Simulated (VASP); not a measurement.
Input of a VASP 6.6.1 run:

Contents of INCAR:

```
SYSTEM = Si
PREC = Accurate
ENCUT = 600
EDIFF = 1E-6
ISMEAR = 1
SIGMA = 0.1
LREAL = .False.
LASPH = .True.
NELM = 80
ALGO = Normal
ISIF = 3
LWAVE = .False.
LCHARG = .False.
GGA = PS
IBRION = 2
NSW = 90
EDIFFG = -0.01
KPAR = 2
```

KPOINTS

```
Automatic mesh
0
Gamma
  8 8 8
  0 0 0
```

POSCAR

```
Si
1.0
   -3.3180000000      3.3180000000      3.3180000000
    3.3180000000     -3.3180000000      3.3180000000
    3.3180000000      3.3180000000     -3.3180000000
Si
8
Direct
    0.2006000000      0.2006000000      0.2006000000
    0.5000000000      0.0000000000      0.2994000000
    0.2994000000      0.5000000000      0.0000000000
    0.0000000000      0.2994000000      0.5000000000
    0.7994000000      0.7994000000      0.7994000000
    0.5000000000      0.0000000000      0.7006000000
    0.7006000000      0.5000000000      0.0000000000
    0.0000000000      0.7006000000      0.5000000000
```

Potentials or basis: VASP PAW PBE potentials, release 64 (Si).

Run with:

```sh
$ cat potpaw_PBE.64/Si/POTCAR > POTCAR
$ mpirun -np 2 vasp_std > vasp.out
```

Question: Estimate the band gap on the k mesh.

Answer: None (metal or under the smearing width).

Question: What does it give for the relaxed cell?

Answer: a = 5.720 Å, b = 5.720 Å, c = 5.720 Å, α = 109.47°, β = 109.47°, γ = 109.47°.

Question: Predict the relaxed volume.

Answer: 18.01 Å³/atom.

Question: What does it give for the space group after relaxing (to 0.05 Å)?

Answer: Ia-3 (No. 206).

Step by step:
```csv
step,energy change (eV),largest force (eV/Å),pressure (GPa),volume (Å³)
1,0.0000,0.2963,-0.46,146.11
2,-0.0251,0.1012,-0.32,145.01
3,-0.0293,0.0251,-0.19,144.25
4,-0.0293,0.0126,-0.21,144.33
5,-0.0294,0.0103,0.21,143.76
6,-0.0295,0.0009,0.01,144.04
```

Caveat: the PAW data sets were made with another functional, which shifts forces and pressure a little.
